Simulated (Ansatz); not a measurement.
The system is WC.

```
W C
1.0
     0.00000    2.19268    2.19268
     2.19268    0.00000    2.19268
     2.19268    2.19268    0.00000
W C
1 1
Direct
  0.00000 0.00000 0.00000
  0.50000 0.50000 0.50000
```

Measurements of this composition are mostly on another form, of space group No. 187.

Base run:

- Program: Ansatz 0.2.0
- Functional: PBEsol
- Potentials or basis: all-electron LAPW, scalar-relativistic
- Cutoff: 336 eV
- Density cutoff: 1344 eV
- Basis error allowed: 0.001 eV/atom
- k mesh: 10 × 10 × 10
- Occupations: fermi-dirac, width 0.05 eV
- Spin: no spin polarisation

Its results: pressure -10.2 GPa.

**Question.** The run is repeated on the same cell with these changes: k mesh from 10 × 10 × 10 to 8 × 8 × 8. What comes out?

**Answer.** Pressure -9.7 GPa.

Caveats: the k mesh is thin for a metal, which can move the energy by tens of meV per atom (some runs).

Not every run made on this cell is shown here.
